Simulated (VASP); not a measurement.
RbBr, 2 atoms in the cell. The structure is cubic, space group Pm-3m (No. 221). The conventional cell has a = 3.809 Å, b = 3.809 Å, c = 3.809 Å, α = 90.00°, β = 90.00°, γ = 90.00°. Rb (site symmetry m-3m) is surrounded by 8 Br at 3.30 Å. Br (site symmetry m-3m) has 8 Rb at 3.30 Å as nearest neighbours. The cell was built by a generator and needn't be a form met in nature.

- Program: VASP 6.6.1
- Task: single point
- Functional: r2SCAN
- Potentials or basis: VASP PAW PBE potentials, release 64 (Rb_sv, Br)
- Cutoff: 520 eV
- k mesh: 5 × 5 × 5
- Occupations: tetrahedron
- Spin: no spin polarisation
- Dipole correction: no
- Further INCAR settings: ALGO = Normal; EDIFF = 1e-06; NBANDS = 15

Potentials or basis: VASP PAW PBE potentials, release 64 (Rb_sv, Br).

Command:

```bash
$ cat potpaw_PBE.64/Rb_sv/POTCAR potpaw_PBE.64/Br/POTCAR > POTCAR
$ cp INCAR.step1 INCAR
$ mpirun -np 1 vasp_std > vasp.out
$ cp INCAR.step2 INCAR
$ mpirun -np 1 vasp_std > vasp.out
```

Hardware: 1 thread of AMD EPYC 7R43 64-Core Processor (Zen 3), on a shared host.

Problem. Estimate the wall time of this run.

Solution. Wall time 75 s on 1 thread of AMD EPYC 7R43 64-Core Processor (Zen 3), with other jobs on the host, peak memory 0.12 GiB. Counts: scf iterations 11, k points 10.
